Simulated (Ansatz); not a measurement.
# Rh (Fm-3m) in Ansatz: relaxation of cell and atoms with BLYP+D3(BJ)

Aim: the relaxation of cell and atoms of Rh with BLYP+D3(BJ).

Program: Ansatz 0.2.0. These are calculated values, not measurements. Logs are shortened: lines on timing, memory, paths and dates and some standing lists are left out, and cuts for length are marked.

### 1 The structure

The structure is cubic, space group Fm-3m (No. 225). The conventional cell has a = 3.796 Å, b = 3.796 Å, c = 3.796 Å, α = 90.00°, β = 90.00°, γ = 90.00°. Rh (site symmetry m-3m) is surrounded by 12 Rh at 2.68 Å.

### 2 Relaxation of cell and atoms, BLYP+D3(BJ)

File input.yaml:

```yaml
crystal:
  lattice:
    - [0.0, 1.89785, 1.89785]
    - [1.89785, 0.0, 1.89785]
    - [1.89785, 1.89785, 0.0]
  atoms:
    - { symbol: Rh, position: [0.0, 0.0, 0.0] }
kpoints:
  mp_grid: { grid: [12, 12, 12] }
scf:
  occupations: { method: fermi_dirac, width: 0.05 }
hamiltonian:
  xc: blyp
  dispersion: d3bj
  pseudopotentials: { kind: all_electron, lapw: { basis_error: 0.001 } }
output:
  forces: true
  stress: true
relax:
  f_tol: 0.01
  max_steps: 60
  cell: {}
```

Potentials or basis: all-electron LAPW, scalar-relativistic.

Command:

```sh
$ ansatz run input.yaml --threads 1 --pin off --max-ram 3072MiB --backend cpu --events-out ev --progress --plain --runs-dir out
```

Log:

```text
Warning: RAYON_NUM_THREADS=1 ignored (pool sized by the plan → 1); use --threads N
The last accepted step is kept in <dir> (removed where the run ends without a failure and the disk answers)
LAPW: plane waves up to 8.825 Å⁻¹, error target 1.0e-3 eV per atom; small_component_spin mean_spin; Rh in spheres of 1.302 Å, 27 of its electrons in bands, Dirac shells [] (how accurate: hamiltonian.pseudopotentials.lapw.basis_error, Limitations)
Engine: ansatz 0.2.0, aarch64-unknown-linux-gnu
Pseudopotentials: kind: all_electron
Pseudopotential: Rh, LAPW, valence charge 27, lapw/all_electron/scalar/gaussian/Rh, Koelling and Harmon's equation, gaussian nucleus
Functional definition: BLYP
  parameter beta = 0.0042
  parameter a = 0.04918
  parameter b = 0.132
  parameter c = 0.2533
  parameter d = 0.349
  exchange = b88_x(beta = beta)
  correlation = lyp_c(a = a, b = b, c = c, d = d)
Crystal: 1 atoms, lattice volume = 13.671 Å³
Basis set: ecut = 296.71373346432546 eV, 169 PW (Γ), exchange–correlation at level 2
Bands: 18, of which v1, the nominal top of the filled ones, is band 14 counted from 1 (13 counted from 0)
Symmetry: 48 space group operations
Space group: Fm-3m (ITA 225), of the structure as read, at distance tolerance 2.4e-5 Å
k-points: 72 of 1728
Non-local potential: Rh, projectors of the file, none
Initial density: superposition of atomic densities (chi_scale 0.1, normalization cell)
Initial wavefunctions: plane waves of lowest kinetic energy (no species holds an atomic orbital)
Functional: x = b88, c = lyp
iter 1 solved again at ethr=3.20e-4 eV; its pass at ethr=1.00e-1 eV (dr2=8.65e-2 eV) is discarded
SCF iter   1: F=—  HF=-130203.295536 eV  |F-HF|=—  |Δ(HF+E_count)|=         —  Δρ=3.51e-2  dr2=8.69e-2  ethr=3.20e-4  ⟨swp⟩=3.0  Hψ=8478  notcnv=0
preconditioner: auto → none  [metal: Δε(μ)=0.066 eV  Ē_g=13.937 eV  σ=0.050 eV  W_gap=0.32  n_scr=8 (ndim 8)  ℏωp=30.1 eV  f_vac=0.000  D(μ)=0.84/eV (n_scr^D=14)  sad-step TF]
iter 2 solved again at ethr=8.60e-6 eV; its pass at ethr=3.20e-4 eV (dr2=2.32e-3 eV) is discarded
SCF iter   2: F=—  HF=-130202.995381 eV  |F-HF|=—  |Δ(HF+E_count)|=   3.00e-1  Δρ=4.81e-3  dr2=2.33e-3  ethr=8.60e-6  ⟨swp⟩=2.0  Hψ=6536  notcnv=0
SCF iter   3: F=—  HF=-130202.970202 eV  |F-HF|=—  |Δ(HF+E_count)|=   2.52e-2  Δρ=5.88e-3  dr2=2.90e-3  ethr=8.60e-6  ⟨swp⟩=2.9  Hψ=3906  notcnv=0
SCF iter   4: F=—  HF=-130202.969318 eV  |F-HF|=—  |Δ(HF+E_count)|=   8.84e-4  Δρ=6.92e-4  dr2=4.15e-5  ethr=8.60e-6  ⟨swp⟩=2.4  Hψ=3651  notcnv=0
SCF iter   5: F=—  HF=-130202.969325 eV  |F-HF|=—  |Δ(HF+E_count)|=   7.45e-6  Δρ=1.26e-4  dr2=1.15e-6  ethr=1.54e-7  ⟨swp⟩=3.0  Hψ=3839  notcnv=0
SCF iter   6: F=-130202.969326 eV  HF=-130202.969326 eV  |F-HF|=2.82e-8  |Δ(HF+E_count)|=   6.91e-7  Δρ=7.48e-6  dr2=5.52e-9  ethr=4.25e-9  ⟨swp⟩=3.0  Hψ=3866  notcnv=0
SCF 1 converged in 6 iterations: F = -130202.969326 eV  dr2 = 5.52e-9
relax step   1: F+E_penalty+E_count = -130202.96932583 eV  Δ(F+E_penalty+E_count) = +0.000e0 eV  max|allowed force component| = 0.000e0 eV/Å  Δτ_max = 0.0000 Å  P = +2.765 GPa  Ω = 13.671 Å³  (6 SCF iters, accepted)
Crystal: 1 atoms, lattice volume = 13.915 Å³
Basis set: ecut = 293.2476268648537 eV, 169 PW (Γ), exchange–correlation at level 2
Initial density: handed on by an earlier stage of this run
Initial wavefunctions: those handed on with the density
iter 1 solved again at ethr=1.09e-8 eV; its pass at ethr=1.00e-1 eV (dr2=2.93e-6 eV) is discarded
SCF iter   1: F=—  HF=-130202.969856 eV  |F-HF|=—  |Δ(HF+E_count)|=         —  Δρ=9.01e-5  dr2=6.98e-7  ethr=1.09e-8  ⟨swp⟩=5.2  Hψ=7793  notcnv=0
preconditioner: auto → none  [metal: Δε(μ)=0.091 eV  Ē_g=13.932 eV  σ=0.050 eV  W_gap=0.38  n_scr=8 (ndim 8)  ℏωp=29.9 eV  f_vac=0.000  D(μ)=1.09/eV (n_scr^D=14)]
SCF iter   2: F=—  HF=-130202.969847 eV  |F-HF|=—  |Δ(HF+E_count)|=   8.85e-6  Δρ=1.70e-4  dr2=2.35e-6  ethr=2.59e-9  ⟨swp⟩=3.0  Hψ=3925  notcnv=0
SCF iter   3: F=—  HF=-130202.969846 eV  |F-HF|=—  |Δ(HF+E_count)|=   1.55e-6  Δρ=6.39e-5  dr2=3.25e-7  ethr=2.59e-9  ⟨swp⟩=2.0  Hψ=3599  notcnv=0
iter 4 solved again at ethr=2.57e-11 eV; its pass at ethr=1.20e-9 eV (dr2=6.93e-9 eV) is discarded
SCF iter   4: F=-130202.969846 eV  HF=-130202.969846 eV  |F-HF|=7.90e-9  |Δ(HF+E_count)|=   1.56e-7  Δρ=9.93e-6  dr2=6.87e-9  ethr=2.57e-11  ⟨swp⟩=2.3  Hψ=6251  notcnv=0
SCF 2 converged in 4 iterations: F = -130202.969846 eV  dr2 = 6.87e-9
relax step   2: F+E_penalty+E_count = -130202.96984576 eV  Δ(F+E_penalty+E_count) = -5.199e-4 eV  max|allowed force component| = 0.000e0 eV/Å  Δτ_max = 0.0000 Å  P = -1.994 GPa  Ω = 13.915 Å³  (4 SCF iters, accepted)
Crystal: 1 atoms, lattice volume = 13.812 Å³
Basis set: ecut = 294.70243603483783 eV, 169 PW (Γ), exchange–correlation at level 2
iter 1 solved again at ethr=8.22e-9 eV; its pass at ethr=1.00e-1 eV (dr2=2.22e-6 eV) is discarded
SCF iter   1: F=—  HF=-130202.970507 eV  |F-HF|=—  |Δ(HF+E_count)|=         —  Δρ=3.11e-5  dr2=8.05e-8  ethr=8.22e-9  ⟨swp⟩=5.0  Hψ=7512  notcnv=0
preconditioner: auto → none  [metal: Δε(μ)=0.088 eV  Ē_g=14.015 eV  σ=0.050 eV  W_gap=0.36  n_scr=8 (ndim 8)  ℏωp=30.0 eV  f_vac=0.000  D(μ)=1.08/eV (n_scr^D=14)]
SCF iter   2: F=—  HF=-130202.970505 eV  |F-HF|=—  |Δ(HF+E_count)|=   2.16e-6  Δρ=6.65e-5  dr2=3.53e-7  ethr=2.98e-10  ⟨swp⟩=3.0  Hψ=3947  notcnv=0
SCF iter   3: F=—  HF=-130202.970504 eV  |F-HF|=—  |Δ(HF+E_count)|=   2.53e-7  Δρ=2.53e-5  dr2=4.98e-8  ethr=2.98e-10  ⟨swp⟩=2.0  Hψ=3600  notcnv=0
iter 4 solved again at ethr=2.57e-12 eV; its pass at ethr=1.84e-10 eV (dr2=6.95e-10 eV) is discarded
SCF iter   4: F=-130202.970504 eV  HF=-130202.970504 eV  |F-HF|=9.90e-10  |Δ(HF+E_count)|=   2.21e-8  Δρ=3.24e-6  dr2=6.90e-10  ethr=2.57e-12  ⟨swp⟩=2.6  Hψ=6310  notcnv=0
SCF 3 converged in 4 iterations: F = -130202.970504 eV  dr2 = 6.90e-10
relax step   3: F+E_penalty+E_count = -130202.97050434 eV  Δ(F+E_penalty+E_count) = -6.586e-4 eV  max|allowed force component| = 0.000e0 eV/Å  Δτ_max = 0.0000 Å  P = -0.042 GPa  Ω = 13.812 Å³  (4 SCF iters, accepted)
iter 1 solved again at ethr=1.38e-11 eV; its pass at ethr=1.00e-1 eV (dr2=3.73e-9 eV) is discarded
SCF iter   1: F=—  HF=-130202.970505 eV  |F-HF|=—  |Δ(HF+E_count)|=         —  Δρ=3.20e-6  dr2=6.76e-10  ethr=1.38e-11  ⟨swp⟩=7.5  Hψ=10627  notcnv=0  reapply=56
preconditioner: auto → none  [metal: Δε(μ)=0.087 eV  Ē_g=14.015 eV  σ=0.050 eV  W_gap=0.35  n_scr=8 (ndim 8)  ℏωp=30.0 eV  f_vac=0.000  D(μ)=1.08/eV (n_scr^D=14)]
SCF iter   2: F=-130202.970504 eV  HF=-130202.970504 eV  |F-HF|=2.04e-10  |Δ(HF+E_count)|=   7.45e-7  Δρ=1.90e-6  dr2=2.35e-10  ethr=3.44e-12 (applied; sched 2.50e-12)  ⟨swp⟩=3.0  Hψ=3951  notcnv=0
SCF 4 converged in 2 iterations: F = -130202.970504 eV  dr2 = 2.35e-10
relax step   4: F+E_penalty+E_count = -130202.97050432 eV  Δ(F+E_penalty+E_count) = +2.318e-8 eV  max|allowed force component| = 0.000e0 eV/Å  Δτ_max = 0.0000 Å  P = -0.042 GPa  Ω = 13.812 Å³  stress off target by 4.23e-2 GPa  SCF on the basis re-selected at this cell (its energy is not comparable with the rows above)  (2 SCF iters)
basis re-selected at this cell: Δ(F+E_penalty+E_count) = +2.318e-8 eV, ΔP = -0.000 GPa vs the last step (what re-selecting the basis moved, after the strain that the cell walked since its last selection, with what the two solves' SCF thresholds leave and, on support functions, any second-order correction that the steps lacked; it is no measure of the basis error at this ecutwfc). This SCF's stress stands 4.23e-2 GPa from its target on what of the cell is left free (relax.cell.stress_tol is 5.00e-2 GPa) and its largest allowed force component is 0.00e0 eV/Å (relax.f_tol is 1.00e-2 eV/Å): within both
SCF converged after 2 iterations
Free energy (F): -130202.970504 eV
Harris-Foulkes:  -130202.970504 eV  (|F-HF|=2.04e-10)
Internal energy: -130202.961159 eV  (E = F + TS)
E sigma→0 (E₀):  -130202.965831 eV
Entropy (-TS):   -0.009346 eV (-9.346 meV/atom)
Fermi energy:    24.953267 eV
--- Per-component energies (eV) ---
  E_band       = -2759.979588
  E_kinetic    = 135646.909681
  E_xc         = -3795.518578
  E_electrostatic = -262052.865464  (all electrons and nuclei)
  E_disp       = -1.486797  (pairwise vdW)
  E_smearing   = -0.009346  (= −TS)
  E_closure    = 0.000000  (closes the sum)
  E_atoms      = -130195.367584  (free atoms, spherical and without spin; not in F)
  Σ components = -130202.970504   (vs F -130202.970504, Δ=0.00e0)
  Basis errors (estimates in eV, not in F): energy 2.3e-4 per atom: plane waves 1.9e-4 (1.1e-4 summed), levels above the bands 2.2e-113, relativity 6.6e-8, radial functions 3.5e-5, core shells 7.4e-7; eigenvalues (radial functions only) 7.7e-6; not estimated: angular momenta, meshes, grids; target (lapw.basis_error) 1.0e-3; muffin-tin radii Rh 1.306 Å
--- Forces (eV/Å), atoms counted from 1 ---
  atom   1  Rh    -0.00000000    -0.00000000     0.00000000
  max |Σ_I F_I| component: 8.22e-32 eV/Å
--- Stress (GPa, compression-positive) ---
       -0.042301      -0.000000      -0.000000
       -0.000000      -0.042301      -0.000000
       -0.000000      -0.000000      -0.042301
  P = ⅓ Tr σ = -0.0423 GPa (-0.423 kbar)
--- Relaxed structure (3 steps of the walk, 3 accepted, 1 SCFs on fresh bases) ---
  F+E_penalty+E_count = -130202.97050432 eV   max|allowed force component| = 0.000e0 eV/Å   (the final SCF, on the basis selected at the relaxed cell)
  cell:  # Å, volume = 13.8117 Å³
    - [3.6304525734381076e-34, 1.9043152504450223, 1.9043152504450223]
    - [1.9043152504450223, 4.776911280839615e-34, 1.9043152504450223]
    - [1.9043152504450223, 1.9043152504450223, 2.929838918914964e-34]
  atoms:
    - { symbol: Rh, position: [0.0, 0.0, 0.0] }
```

Run time: 17 s. Hardware: 1 thread of Arm Neoverse V1, shared host; peak memory 0.28 GiB.

Results:

- Free energy: -130202.9705 eV
- Relaxed volume: 13.81 Å³/atom
- Relaxed cell: a = 2.693 Å, b = 2.693 Å, c = 2.693 Å, α = 60.00°, β = 60.00°, γ = 60.00°
- Space group after relaxing (to 0.05 Å): Fm-3m (No. 225)
- Energy gained by relaxing: 1.2 meV/atom
- Ionic steps: 4
- Pressure after relaxing: 0.0 GPa

Step by step:
```
step  energy change (eV)  largest force (eV/Å)  volume (Å³)
   1              0.0000                0.0000        13.67
   2             -0.0005                0.0000        13.91
   3             -0.0012                0.0000        13.81
   4             -0.0012                0.0000        13.81
```

Final structure:
```yaml
crystal:
  lattice:
    - [0.00000, 1.90432, 1.90432]
    - [1.90432, 0.00000, 1.90432]
    - [1.90432, 1.90432, 0.00000]
  atoms:
    - { symbol: Rh, position: [0.00000, 0.00000, 0.00000] }
```
